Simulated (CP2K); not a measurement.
**NbAs in CP2K: the effect of functional**

The system is NbAs.

```
Nb As
1.0
     6.32951    0.00000    0.00000
     4.44718    4.50392    0.00000
    -5.38835   -2.25196    2.44072
Nb As
2 2
Direct
  0.50000 0.00000 0.50000
  0.75000 0.75000 0.00000
  0.91600 0.41600 0.50000
  0.16600 0.16600 0.00000
```

Alike in all runs:

| Item | Value |
| --- | --- |
| Program | CP2K 2026.2 |
| Task | single point |
| Potentials or basis | POTENTIAL_UZH Nb GTH-PBE-q13, As GTH-PBE-q5; TZVP-MOLOPT-PBE-GTH basis |
| Density cutoff | 9184 eV |
| k mesh | 11 × 11 × 11 |
| Occupations | fermi-dirac, width 0.05 eV |
| Spin | no spin polarisation |

| functional | pressure (GPa) |
| --- | --- |
| PBE | ? |
| LDA | -0.1 |
| PBEsol | 1.4 |
| RPBE | 6.9 |
| AM05 | 0.5 |
| MS2 | 4.6 |

**Question.** What does the run with functional PBE give?

**Answer.** Pressure 5.2 GPa.

Caveats: the basis of atomic orbitals isn't converged, which shifts pressures, moduli and gaps; the potentials were made for another functional, which shifts forces and pressure (some runs).
